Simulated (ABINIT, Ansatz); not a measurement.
# BP (F-43m): G0W0 on several meshes in ABINIT

Aim: the GW shift of BP (F-43m) against the k mesh.

Method: PBE and many-body steps on it, plane waves, in ABINIT 10.8.3.

## 1. The starting structure

The structure is cubic, space group F-43m (No. 216). Conventional cell: a = 4.538 Å, b = 4.538 Å, c = 4.538 Å, α = 90.00°, β = 90.00°, γ = 90.00°. Nearest to B lie 4 P at 1.97 Å. P has 4 B at 1.97 Å nearest. Farther neighbours are not listed.

The cell and positions come from the Crystallography Open Database and are kept as given unless a step says otherwise.

## 2. Empty states on the mesh, 6×6×6 mesh, 436 bands

This step: ABINIT 10.8.3; DFT, PBE, plane waves, norm-conserving pseudopotentials.

The sums over transitions need many empty states on a uniform mesh; this step solves for them.

File run.abi:

```
acell 3*1.0 Angstrom
rprim 
  0.000000000000 2.269000000000 2.269000000000
  2.269000000000 0.000000000000 2.269000000000
  2.269000000000 2.269000000000 0.000000000000
ntypat 2
znucl 5 15
natom 2
typat 1 2
xred 
  0.000000000000 0.000000000000 0.000000000000
  0.250000000000 0.250000000000 0.250000000000
pp_dirpath "pseudos"
pseudos "B.upf, P.upf"
ecut 34
ngkpt 6 6 6
nshiftk 1
shiftk 0 0 0
kptopt 1
chksymbreak 0
irdden 1
istwfk *1
nband 436
prtvol 0
optdriver 6
gwr_task "HDIAGO"
paral_kgb 0
occopt 1
indata_prefix "in"
outdata_prefix "out"
tmpdata_prefix "tmp"
```

Command:

```console
$ OMP_NUM_THREADS=1 mpirun -n 4 abinit run.abi > log
```

The log of the run:

```text
.Version 10.8.3 of ABINIT. v10.8.2 released Aug 2026.

 Symmetries : space group F-4 3 m (#216); Bravais cF (face-center cubic)
[... echo of the input left out ...]
== DATASET  1 ==================================================================
-   mpi_nproc: 4, omp_nthreads: 1 (-1 if OMP is not activated)

--- !DatasetInfo
iteration_state: {dtset: 1, }
dimensions: {natom: 2, nkpt: 16, mband: 436, nsppol: 1, nspinor: 1, nspden: 1, mpw: 1524, }
cutoff_energies: {ecut:  34.0, pawecutdg:  -1.0, }
[...]
Indirect band gap semiconductor
 Fundamental gap:     1.347 (eV)
   VBM:     7.266 (eV) at k: [ 0.0000E+00,  0.0000E+00,  0.0000E+00]
   CBM:     8.613 (eV) at k: [ 5.0000E-01,  5.0000E-01,  0.0000E+00]
 Direct gap:         3.407 (eV) at k: [ 0.0000E+00,  0.0000E+00,  0.0000E+00]

== END DATASET(S) ==============================================================
================================================================================

 -outvars: echo values of variables after computation  --------
           etotal      0.0000000000E+00
            nband         436
             nkpt          16
          spgroup         216
 [... the other variables as echoed above ...]

 Calculation completed.
```

Run time: 12 s. Hardware: 4 MPI ranks of Intel Xeon 6975P-C (Granite Rapids), shared host; peak memory 0.77 GiB.

Numbers from this step:

- gap: 1.347 eV
- k of the valence top: 0, 0, 0
- k of the conduction bottom: 0.5, 0.5, 0
- least direct gap: 3.407 eV
- k points computed: 16
- lowest point of the top converged band, above the valence top: 376.2079 eV

On this mesh the gap is 1.347 eV.

The density comes from a self-consistent run that is not shown.

## 3. Screening, 6×6×6 mesh, 177 bands, screening to 283 eV

The RPA dielectric matrix is built and inverted for each q.

This step: RPA screening on PBE, plane waves, norm-conserving pseudopotentials.

run.abi, as its differences from that of step 2:

```diff
@@ -20,10 +20,11 @@
 chksymbreak 0
-irdden 1
 istwfk *1
-nband 436
-prtvol 0
-optdriver 6
-gwr_task "HDIAGO"
-paral_kgb 0
 occopt 1
+irdwfk 1
+optdriver 3
+nband 177
+ecuteps 10.4
+inclvkb 2
+awtr 1
+symchi 1
 indata_prefix "in"
```

The log of the run:

```text
.Version 10.8.3 of ABINIT. v10.8.2 released Aug 2026.

 Symmetries : space group F-4 3 m (#216); Bravais cF (face-center cubic)
[... echo of the input left out ...]
== DATASET  1 ==================================================================
-   mpi_nproc: 4, omp_nthreads: 1 (-1 if OMP is not activated)

--- !DatasetInfo
iteration_state: {dtset: 1, }
dimensions: {natom: 2, nkpt: 16, mband: 177, nsppol: 1, nspinor: 1, nspden: 1, mpw: 1524, }
cutoff_energies: {ecut:  34.0, pawecutdg:  -1.0, }
electrons: {nelect:   8.00000000E+00, charge:   0.00000000E+00, occopt:   1.00000000E+00, tsmear:   1.00000000E-02, }

 SCREENING: Calculation of the susceptibility and dielectric matrices

 Based on a program developped by R.W. Godby, V. Olevano, G. Onida, and L. Reining.
 Incorporated in ABINIT by V. Olevano, G.-M. Rignanese, and M. Torrent.
.Using double precision arithmetic ; gwpc =  8

[... cell and pseudopotentials left out ...]
--------------------------------------------------------------------------------

 ==== K-mesh for the wavefunctions ====
 Number of points in the irreducible wedge :    16
[... list of points left out ...]
 Together with 24 symmetry operations and time-reversal symmetry
 yields   216 points in the full Brillouin Zone.

 ==== Q-mesh for the screening function ====
 Number of points in the irreducible wedge :    16
[... list of points left out ...]
 Together with 24 symmetry operations and time-reversal symmetry
 yields   216 points in the full Brillouin Zone.

 setmesh: FFT mesh size selected  =    25x   25x   25
          total number of points  =        15625

 vcoul_init : cutoff-mode = AUXILIARY_FUNCTION
 q-points for optical limit:   1
     1)      0.000010    0.000020    0.000030

- screening: taking advantage of time-reversal symmetry
- Maximum band index for partially occupied states nbvw = 4
- Remaining bands to be divided among processors   nbcw = 173
- Number of bands treated by each node ~43

 Number of electrons calculated from density =    8.0000; Expected =    8.0000
 average of density, n =  0.050741
 r_s =    1.6757
 omega_plasma =   21.7288 [eV]

 calculating chi0 at frequencies [eV] :
  1    0.000000E+00    0.000000E+00
  2    0.000000E+00    2.172879E+01

--------------------------------------------------------------------------------
  q-point number  1        q = ( 0.000000, 0.000000, 0.000000) [r.l.u.]
--------------------------------------------------------------------------------
[... chi0 elements left out ...]
 For q-point:  0.000010 0.000020 0.000030
  dielectric constant =   9.7363
  dielectric constant without local fields =  10.6503

  Average fulfillment of the sum rule on Im[epsilon] for q-point    1 :     94.75  [%]
[... wings left out ...]
  q-point number  2        q = ( 0.166667, 0.000000, 0.000000) [r.l.u.]
--------------------------------------------------------------------------------
[... chi0 elements left out ...]
  Average fulfillment of the sum rule on Im[epsilon] for q-point    2 :     95.91  [%]

 [... 14 further q-points ...]
```

Run time: 79 s. Hardware: 4 MPI ranks; peak memory 1.2 GiB; 4.6 min of CPU time.

This step gave:

```
ε∞ with local fields, on this mesh, along the program's q direction : 9.736
the same without local fields                                       : 10.65
plasma frequency                                                    : 21.73 eV
plane waves in the screening matrix                                 : 259
```

Local fields lower ε∞ by 9 %.

## 4. 6×6×6

The self-energy is evaluated for the states that the input lists, and the levels follow from it, in one-shot runs by the linearised quasiparticle equation.

This step: G0W0 on PBE, plane waves, norm-conserving pseudopotentials.

run.abi, as its differences from that of step 3:

```diff
@@ -23,8 +23,17 @@
 irdwfk 1
-optdriver 3
+optdriver 4
 nband 177
+gwcalctyp 0
+ecutsigx 34
+symsigma 1
+nkptgw 2
+kptgw 
+  0.0000000000 0.0000000000 0.0000000000
+  0.5000000000 0.5000000000 0.0000000000
+bdgw 
+  2 7
+  3 6
 ecuteps 10.4
-inclvkb 2
-awtr 1
-symchi 1
+irdscr 1
+ppmodel 1
 indata_prefix "in"
```

The log of the run:

```text
.Version 10.8.3 of ABINIT. v10.8.2 released Aug 2026.

 Symmetries : space group F-4 3 m (#216); Bravais cF (face-center cubic)
[... echo of the input left out ...]
== DATASET  1 ==================================================================
-   mpi_nproc: 4, omp_nthreads: 1 (-1 if OMP is not activated)

--- !DatasetInfo
iteration_state: {dtset: 1, }
dimensions: {natom: 2, nkpt: 16, mband: 177, nsppol: 1, nspinor: 1, nspden: 1, mpw: 1524, }
cutoff_energies: {ecut:  34.0, pawecutdg:  -1.0, }
electrons: {nelect:   8.00000000E+00, charge:   0.00000000E+00, occopt:   1.00000000E+00, tsmear:   1.00000000E-02, }

 SIGMA: Calculation of the GW corrections

 Based on a program developped by R.W. Godby, V. Olevano, G. Onida, and L. Reining.
 Incorporated in ABINIT by V. Olevano, G.-M. Rignanese, and M. Torrent.
.Using double precision arithmetic ; gwpc =  8

[... cell and pseudopotentials left out ...]
--------------------------------------------------------------------------------

 ==== K-mesh for the wavefunctions ====
 Number of points in the irreducible wedge :    16
[... list of points left out ...]
 Together with 24 symmetry operations and time-reversal symmetry
 yields   216 points in the full Brillouin Zone.

 ==== Q-mesh for screening function ====
 Number of points in the irreducible wedge :    16
[... list of points left out ...]
 Together with 24 symmetry operations and time-reversal symmetry
 yields   216 points in the full Brillouin Zone.

 vcoul_init : cutoff-mode = AUXILIARY_FUNCTION
 q-points for optical limit:   1
     1)      0.000010    0.000020    0.000030
 setmesh: FFT mesh size selected  =    32x   32x   32
          total number of points  =        32768

 Number of electrons calculated from density =    8.0000; Expected =    8.0000
 average of density, n =  0.050741
 r_s =    1.6757
 omega_plasma =   21.7288 [eV]

 === KS Band Gaps ===
  >>>> For spin  1
   Minimum direct gap =   3.4068 [eV], located at k-point      :   0.0000  0.0000  0.0000
   Fundamental gap    =   1.3473 [eV], Top of valence bands at :   0.0000  0.0000  0.0000
                                       Bottom of conduction at :   0.5000  0.5000  0.0000
 SIGMA fundamental parameters:
 PLASMON POLE MODEL  1
 number of plane-waves for SigmaX                 1459
 number of plane-waves for SigmaC and W            259
 number of plane-waves for wavefunctions          1459
 number of bands                                   177
 number of independent spin polarizations            1
 number of spinorial components                      1
 number of k-points in IBZ                          16
 number of q-points in IBZ                          16
 number of symmetry operations                      24
 number of k-points in BZ                          216
 number of q-points in BZ                          216
 number of frequencies for dSigma/dE                 9
 frequency step for dSigma/dE [eV]                0.25
 number of omega for Sigma on real axis              0
 max omega for Sigma on real axis  [eV]           0.00
 zcut for avoiding poles [eV]                     0.10

 EPSILON^-1 parameters (SCR file):
 dimension of the eps^-1 matrix on file            259
 dimension of the eps^-1 matrix used               259
 number of plane-waves for wavefunctions          1459
 number of bands                                   177
 number of q-points in IBZ                          16
 number of frequencies                               2
 number of real frequencies                          1
 number of imag frequencies                          1

 matrix elements of self-energy operator (all in [eV])

 Perturbative Calculation

--- !SelfEnergy_ee
iteration_state: {dtset: 1, }
kpoint     : [   0.000,    0.000,    0.000, ]
spin       : 1
KS_gap     :    3.407
QP_gap     :    4.286
Delta_QP_KS:    0.880
data: !SigmaeeData |
     Band     E0 <VxcDFT>   SigX SigC(E0)      Z dSigC/dE  Sig(E)    E-E0       E
        2   7.266 -13.300 -15.048   0.885   0.791  -0.264 -13.983  -0.683   6.582
        3   7.266 -13.300 -15.048   0.885   0.791  -0.264 -13.983  -0.683   6.582
        4   7.266 -13.300 -15.048   0.885   0.791  -0.264 -13.983  -0.683   6.582
        5  10.672 -12.025  -7.238  -4.540   0.793  -0.261 -11.829   0.196  10.869
        6  10.672 -12.025  -7.238  -4.540   0.793  -0.261 -11.829   0.196  10.869
        7  10.672 -12.025  -7.238  -4.540   0.793  -0.261 -11.829   0.196  10.869

--- !SelfEnergy_ee
iteration_state: {dtset: 1, }
kpoint     : [   0.500,    0.500,    0.000, ]
spin       : 1
KS_gap     :    5.461
QP_gap     :    6.360
Delta_QP_KS:    0.899
data: !SigmaeeData |
     Band     E0 <VxcDFT>   SigX SigC(E0)      Z dSigC/dE  Sig(E)    E-E0       E
        3   3.152 -12.497 -15.992   2.390   0.772  -0.295 -13.350  -0.853   2.299
        4   3.152 -12.497 -15.992   2.390   0.772  -0.295 -13.350  -0.853   2.299
        5   8.613 -10.826  -6.523  -4.246   0.804  -0.243 -10.780   0.046   8.659
        6   8.933 -10.680  -6.271  -4.287   0.809  -0.236 -10.581   0.099   9.031

== END DATASET(S) ==============================================================
================================================================================

 -outvars: echo values of variables after computation  --------
           etotal      0.0000000000E+00
            nband         177
             nkpt          16
          spgroup         216
 [... the other variables as echoed above ...]

 Calculation completed.
```

Wall time 31 s (4 MPI ranks); peak memory 1.3 GiB.

This step gave:

| Item | Value |
| --- | --- |
| G0W0 gap on the points computed | 2.077 eV |
| starting gap on the mesh | 1.347 eV |
| k of the valence top | 0, 0, 0 |
| k of the conduction bottom | 0.5, 0.5, 0 |
| Z at the valence top | 0.791 |
| Z at the conduction bottom | 0.804 |
| least direct G0W0 gap on the computed points | 4.287 eV |

The gap on the mesh goes from 1.35 eV to 2.08 eV, a correction of +0.73 eV.

## 5. Empty states on the mesh, 4×4×4 mesh, 185 bands

This step: DFT, PBE, plane waves, norm-conserving pseudopotentials.

run.abi, as its differences from that of step 4:

```diff
@@ -15,3 +15,3 @@
 ecut 34
-ngkpt 6 6 6
+ngkpt 4 4 4
 nshiftk 1
@@ -20,20 +20,10 @@
 chksymbreak 0
+irdden 1
 istwfk *1
+nband 185
+prtvol 0
+optdriver 6
+gwr_task "HDIAGO"
+paral_kgb 0
 occopt 1
-irdwfk 1
-optdriver 4
-nband 177
-gwcalctyp 0
-ecutsigx 34
-symsigma 1
-nkptgw 2
-kptgw 
-  0.0000000000 0.0000000000 0.0000000000
-  0.5000000000 0.5000000000 0.0000000000
-bdgw 
-  2 7
-  3 6
-ecuteps 10.4
-irdscr 1
-ppmodel 1
 indata_prefix "in"
```

The log of the run:

```text
[banner, memory and clock lines left out]
.Version 10.8.3 of ABINIT. v10.8.2 released Aug 2026.

 Symmetries : space group F-4 3 m (#216); Bravais cF (face-center cubic)
[... echo of the input left out ...]
== DATASET  1 ==================================================================
-   mpi_nproc: 4, omp_nthreads: 1 (-1 if OMP is not activated)

--- !DatasetInfo
iteration_state: {dtset: 1, }
dimensions: {natom: 2, nkpt: 8, mband: 185, nsppol: 1, nspinor: 1, nspden: 1, mpw: 1524, }
cutoff_energies: {ecut:  34.0, pawecutdg:  -1.0, }
[...]
Integrated=    8.0000E+00

 === KS gaps after direct diagonalization ===
 Indirect band gap semiconductor
 Fundamental gap:     1.347 (eV)
   VBM:     7.266 (eV) at k: [ 0.0000E+00,  0.0000E+00,  0.0000E+00]
   CBM:     8.613 (eV) at k: [ 5.0000E-01,  5.0000E-01,  0.0000E+00]
 Direct gap:         3.407 (eV) at k: [ 0.0000E+00,  0.0000E+00,  0.0000E+00]

== END DATASET(S) ==============================================================

 -outvars: echo values of variables after computation  --------
           etotal      0.0000000000E+00
            nband         185
             nkpt           8
          spgroup         216
 [... the other variables as echoed above ...]

 Calculation completed.
```

Run time: 6.8 s. Hardware: 4 MPI ranks; peak memory 0.75 GiB.

Numbers from this step:

```yaml
gap: 1.347 eV
k_of_the_valence_top: 0, 0, 0
k_of_the_conduction_bottom: 0.5, 0.5, 0
least_direct_gap: 3.407 eV
k_points_computed: 8
lowest_point_of_the_top_converged_band_above_the_valence_top: 199.9429 eV
```

On this mesh the gap is 1.347 eV.

## 6. Screening, 4×4×4 mesh, 177 bands, screening to 283 eV

This step: RPA screening on PBE, plane waves, norm-conserving pseudopotentials.

run.abi, as its differences from that of step 5:

```diff
@@ -20,10 +20,11 @@
 chksymbreak 0
-irdden 1
 istwfk *1
-nband 185
-prtvol 0
-optdriver 6
-gwr_task "HDIAGO"
-paral_kgb 0
 occopt 1
+irdwfk 1
+optdriver 3
+nband 177
+ecuteps 10.4
+inclvkb 2
+awtr 1
+symchi 1
 indata_prefix "in"
```

The log of the run:

```text
.Version 10.8.3 of ABINIT. v10.8.2 released Aug 2026.

 Symmetries : space group F-4 3 m (#216); Bravais cF (face-center cubic)
[... echo of the input left out ...]
== DATASET  1 ==================================================================
-   mpi_nproc: 4, omp_nthreads: 1 (-1 if OMP is not activated)

--- !DatasetInfo
iteration_state: {dtset: 1, }
dimensions: {natom: 2, nkpt: 8, mband: 177, nsppol: 1, nspinor: 1, nspden: 1, mpw: 1524, }
cutoff_energies: {ecut:  34.0, pawecutdg:  -1.0, }
electrons: {nelect:   8.00000000E+00, charge:   0.00000000E+00, occopt:   1.00000000E+00, tsmear:   1.00000000E-02, }

 SCREENING: Calculation of the susceptibility and dielectric matrices

 Based on a program developped by R.W. Godby, V. Olevano, G. Onida, and L. Reining.
 Incorporated in ABINIT by V. Olevano, G.-M. Rignanese, and M. Torrent.
.Using double precision arithmetic ; gwpc =  8

[... cell and pseudopotentials left out ...]
--------------------------------------------------------------------------------

 ==== K-mesh for the wavefunctions ====
 Number of points in the irreducible wedge :     8
[... list of points left out ...]
 Together with 24 symmetry operations and time-reversal symmetry
 yields    64 points in the full Brillouin Zone.

 ==== Q-mesh for the screening function ====
 Number of points in the irreducible wedge :     8
[... list of points left out ...]
 Together with 24 symmetry operations and time-reversal symmetry
 yields    64 points in the full Brillouin Zone.

 setmesh: FFT mesh size selected  =    25x   25x   25
          total number of points  =        15625

 vcoul_init : cutoff-mode = AUXILIARY_FUNCTION
 q-points for optical limit:   1
     1)      0.000010    0.000020    0.000030

- screening: taking advantage of time-reversal symmetry
- Maximum band index for partially occupied states nbvw = 4
- Remaining bands to be divided among processors   nbcw = 173
- Number of bands treated by each node ~43

 Number of electrons calculated from density =    8.0000; Expected =    8.0000
 average of density, n =  0.050741
 r_s =    1.6757
 omega_plasma =   21.7288 [eV]

 calculating chi0 at frequencies [eV] :
  1    0.000000E+00    0.000000E+00
  2    0.000000E+00    2.172879E+01

--------------------------------------------------------------------------------
  q-point number  1        q = ( 0.000000, 0.000000, 0.000000) [r.l.u.]
--------------------------------------------------------------------------------
[... chi0 elements left out ...]
 For q-point:  0.000010 0.000020 0.000030
  dielectric constant =  12.7528
  dielectric constant without local fields =  13.9138

  Average fulfillment of the sum rule on Im[epsilon] for q-point    1 :     94.76  [%]
[... wings left out ...]
  q-point number  2        q = ( 0.250000, 0.000000, 0.000000) [r.l.u.]
--------------------------------------------------------------------------------
[... chi0 elements left out ...]
  Average fulfillment of the sum rule on Im[epsilon] for q-point    2 :     95.72  [%]

 [... 6 further q-points ...]
```

The job ended after 13 s (4 MPI ranks; peak memory 0.71 GiB; 47 s of CPU time).

Numbers from this step:

```yaml
eps_infinity_with_local_fields_on_this_mesh_along_the_program_s_q_direction: 12.75
the_same_without_local_fields: 13.91
plasma_frequency: 21.73 eV
plane_waves_in_the_screening_matrix: 259
```

[end of part 1 of 2]

[Paths, hosts, dates, memory and timing lines, banners, echoed tables and standing remarks are left out of the program output.]

[Logs are printed without paths, hosts, clocks, repeated set-up lines and the standing remarks that a program may print on its own settings, such as how far it seeks lower states.]

[Runs of the session that timed out or met a known fault of the program may be left out.]

[Hosts, paths, dates, database ids (printed as entryN), source tags and the programs' standing remarks are cut or masked in the printed files.]

[G0W0 gaps are taken among the corrected bands and points alone; a level outside them can change the order at an edge.]

[Where Ansatz stands beside ABINIT at settings called matched, ABINIT's density can come from a denser mesh and the files from another edition; pairs whose starting gaps differed by over 0.03 eV were left out, so agreement reads better than it is.]
